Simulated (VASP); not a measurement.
# CoO (Fm-3m) in VASP: a series of runs, part 2 of 2

VASP 6.6.1. The steps go on from the part before.

## Step 3: Vibrations by finite differences, PBE+U, collinear spin, ferromagnetic start

Contents of INCAR:

```
SYSTEM = CoO
  PREC = Accurate
  ENCUT = 520
  EDIFF = 1E-8
  ISMEAR = 0
  SIGMA = 0.02
  LREAL = .FALSE.
  LASPH = .TRUE.
  NELM = 100
  ALGO = Normal
  ISIF = 2
  LWAVE = .FALSE.
  LCHARG = .FALSE.
  ISPIN = 2
  MAGMOM = 3 0
  LORBIT = 11
  LMAXMIX = 4
  LDAU = .TRUE.
  LDAUTYPE = 2
  LDAUL = 2 -1
  LDAUU = 3.3 0
  LDAUJ = 0 0
  LDAUPRINT = 1
  GGA = PE
  NBANDS = 18
  IBRION = 6
  NFREE = 2
  POTIM = 0.015
  NSW = 1
```

Contents of KPOINTS:

```
Automatic mesh
0
G
  12 12 12
  0 0 0
```

Contents of POSCAR:

```
CoO                                     
1.0
    0.0000000000      2.1229092923      2.1229092923
    2.1229092923      0.0000000000      2.1229092923
    2.1229092923      2.1229092923      0.0000000000
  Co              O             
     1     1
Direct
     0.0000000000000000    0.0000000000000000    0.0000000000000000
     0.5000000000000000    0.5000000000000000    0.5000000000000000
```

Potentials or basis: VASP PAW PBE potentials, release 64 (Co, O).

Run with:

```sh
> cat potpaw_PBE.64/Co/POTCAR potpaw_PBE.64/O/POTCAR > POTCAR
> mpirun -np 1 vasp_std > vasp.out
```

OUTCAR:

```text
SYSTEM = CoO
   PREC = Accurate
   ENCUT = 520
   EDIFF = 1E-8
   ISMEAR = 0
   LREAL = .FALSE.
   LASPH = .TRUE.
   NELM = 100
   ISIF = 2
   ISPIN = 2
   LORBIT = 11
   GGA = PE
   IBRION = 6
   NFREE = 2
   POTIM = 0.015
   NSW = 1

 ion  position               nearest neighbor table
   1  0.000  0.000  0.000-   2 2.12   2 2.12   2 2.12   2 2.12   2 2.12   2 2.12
   2  0.500  0.500  0.500-   1 2.12   1 2.12   1 2.12   1 2.12   1 2.12   1 2.12

  LATTYP: Found a face centered cubic cell.
 ALAT       =     4.2458185846

  Lattice vectors:

 A1 = (   0.0000000000,   2.1229092923,   2.1229092923)
 A2 = (   2.1229092923,   0.0000000000,   2.1229092923)
 A3 = (   2.1229092923,   2.1229092923,   0.0000000000)

Analysis of symmetry for initial positions (statically):
=====================================================================
 Subroutine PRICEL returns:
 Original cell was already a primitive cell.

 Routine SETGRP: Setting up the symmetry group for a
 face centered cubic supercell.

 Subroutine GETGRP returns: Found 48 space group operations
 (whereof 48 operations were pure point group operations)
 out of a pool of 48 trial point group operations.

The static configuration has the point symmetry O_h .

Analysis of symmetry for dynamics (positions and initial velocities):
=====================================================================
 Subroutine PRICEL returns:
 Original cell was already a primitive cell.

 Routine SETGRP: Setting up the symmetry group for a
 face centered cubic supercell.

 Subroutine GETGRP returns: Found 48 space group operations
 (whereof 48 operations were pure point group operations)
 out of a pool of 48 trial point group operations.

[... 349 lines left out ...]
  ---------------------------------------------------
  ext. energy  EPLUGINS =         0.00000000
  ---------------------------------------------------
  free energy    TOTEN  =       -11.30011428 eV

  energy without entropy =      -11.29913759  energy(sigma->0) =      -11.29962594

 E-fermi :   7.5224     XC(G=0): -12.4453

 val. band max:        7.5187279871   @ k =  -0.2500   0.2500   0.0833
 cond. band min:       7.5255831131   @ k =   0.1667   0.0833   0.4167
 fundamental gap:      0.0068551260
 Fermi energy:         7.5224410616

 spin component 1

 k-point     1 :       0.0000    0.0000    0.0000
  band No.  band energies     occupation
      1     -12.0719      1.00000
      2       2.8937      1.00000
      3       2.8979      1.00000
      4       3.3391      1.00000
      5       3.3391      1.00000
      6       3.3413      1.00000
[... 1032 lines left out ...]
  FREE ENERGIE OF THE ION-ELECTRON SYSTEM (eV)
  ---------------------------------------------------
  free  energy   TOTEN  =       -11.3001142848 eV

  energy  without entropy=      -11.2991375860  energy(sigma->0) =      -11.29962594

 INTERNAL STRAIN TENSORS FROM DISPLACED ATOMS
 ============================================

 INTERNAL STRAIN TENSOR FOR ION    1 for displacements in x,y,z  (eV/Angst):
          X           Y           Z          XY          YZ          ZX
  --------------------------------------------------------------------------------
  x     0.00000     0.00000     0.00000     0.00000     0.00000     0.00000
  y     0.00000     0.00000     0.00000     0.00000     0.00000     0.00000
  z     0.00000     0.00000     0.00000     0.00000     0.00000     0.00000

 INTERNAL STRAIN TENSOR FOR ION    2 for displacements in x,y,z  (eV/Angst):
          X           Y           Z          XY          YZ          ZX
  --------------------------------------------------------------------------------
  x     0.00000     0.00000     0.00000     0.00000     0.00000     0.00000
  y     0.00000     0.00000     0.00000     0.00000     0.00000     0.00000
  z     0.00000     0.00000     0.00000     0.00000     0.00000     0.00000

 Eigenvectors and eigenvalues of the dynamical matrix
 ----------------------------------------------------

   1 f  =    9.157509 THz    57.538327 2PiTHz  305.461628 cm-1    37.872398 meV
             X         Y         Z           dx          dy          dz
      0.000000  0.000000  0.000000    -0.462050    0.000000    0.000000
      2.122909  2.122909  2.122909     0.886854    0.000000    0.000000
[... 21 lines left out ...]
   6 f/i=    0.000379 THz     0.002379 2PiTHz    0.012628 cm-1     0.001566 meV
             X         Y         Z           dx          dy          dz
      0.000000  0.000000  0.000000    -0.886854    0.000000    0.000000
      2.122909  2.122909  2.122909    -0.462050    0.000000    0.000000

 ELASTIC MODULI CONTR FROM IONIC RELAXATION (kBar)
 Direction    XX          YY          ZZ          XY          YZ          ZX
 --------------------------------------------------------------------------------
 XX           0.0000      0.0000      0.0000      0.0000      0.0000      0.0000
 YY           0.0000      0.0000      0.0000      0.0000      0.0000      0.0000
 ZZ           0.0000      0.0000      0.0000      0.0000      0.0000      0.0000
 XY           0.0000      0.0000      0.0000      0.0000      0.0000      0.0000
 YZ           0.0000      0.0000      0.0000      0.0000      0.0000      0.0000
 ZX           0.0000      0.0000      0.0000      0.0000      0.0000      0.0000
 --------------------------------------------------------------------------------

 total charge

# of ion       s       p       d       tot
------------------------------------------
    1        0.300   0.369   7.147   7.815
    2        1.552   3.452   0.000   5.005
--------------------------------------------------
tot          1.852   3.821   7.147  12.820

 magnetization (x)

# of ion       s       p       d       tot
------------------------------------------
    1        0.021   0.018   2.690   2.729
    2        0.024   0.236   0.000   0.259
--------------------------------------------------
tot          0.045   0.254   2.690   2.988
```

stdout:

```text
POSCAR found type information on POSCAR CoO
 POSCAR found :  2 types and       2 ions
 scaLAPACK will be used
 LDA part: xc-table for (Slater+PW92), standard interpolation
 POSCAR, INCAR and KPOINTS ok, starting setup
 FFT: planning ... GRIDC
 FFT: planning ... GRID_SOFT
 FFT: planning ... GRID
 WAVECAR not read
 entering main loop
 Found     2 degrees of freedom:
 Finite differences POTIM= 0.01500 DOF=   2
 bond charge predicted
 Finite differences progress:
 bond charge predicted
 Finite differences progress:
 bond charge predicted
 Finite differences progress:
 bond charge predicted
 Finite differences progress:
```

Run time: 3.6 min. Hardware: 1 thread of Intel Xeon Platinum 8488C (Sapphire Rapids), shared host; peak memory 0.28 GiB.

Results:

```yaml
Net_moment: 3.00 μB per cell
Site_moments: Co +2.73; O +0.26 μB
Valence_electrons_inside_the_program's_atomic_spheres: Co 7.82; O 5.00
Highest_phonon_frequency_at_Γ: 305 cm⁻¹
```

Phonon frequencies in cm⁻¹ (negative: imaginary):
| q point | frequencies |
| --- | --- |
| (0.000, 0.000, 0.000) | 0 0 0 305 305 305 |

Eigenvalues of the final occupation matrices:
| site | spin | trace | eigenvalues |
| --- | --- | --- | --- |
| site 1 d | 1 | 4.93 | 0.97 0.97 0.97 1.01 1.01 |
| site 1 d | 2 | 2.24 | 0.14 0.14 0.65 0.65 0.65 |

Caveat: a cell with one magnetic atom can't hold antiferromagnetic order, which such compounds often take.
